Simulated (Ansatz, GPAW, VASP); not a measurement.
Ca: programs and potentials compared

```
Ca
1.0
    -2.24000    2.24000    2.24000
     2.24000   -2.24000    2.24000
     2.24000    2.24000   -2.24000
Ca
1
Direct
  0.00000 0.00000 0.00000
```

This isn't the form of Ca at room conditions, which is fcc.

The cell was measured well above room temperature.

Alike in all runs: task single point; functional LDA; k mesh 8 × 8 × 8; occupations gaussian, width 0.02 eV; no spin polarisation; no spin-orbit coupling. LDA stands for any of its common fits. Pressure is positive in compression and, in plane waves, holds the error of the finite cutoff.

```csv
program and potentials,plane-wave cutoff (eV),notes,band gap (eV),pressure (GPa)
"Ansatz, all-electron LAPW, scalar-relativistic",-,-,?,?
"VASP, LDA PAW files Ca_sv, 520 eV",520,-,no gap,-2.46
"GPAW, the program's PAW data sets (release 1.2.1) made for this functional",600,-,no gap,-2.40
```

Question: Estimate from the other rows what the run with Ansatz, all-electron LAPW, scalar-relativistic gave.

Answer: No band gap; pressure -2.44 GPa. The other rows, which needn't bracket it: pressure -2.46 to -2.40.
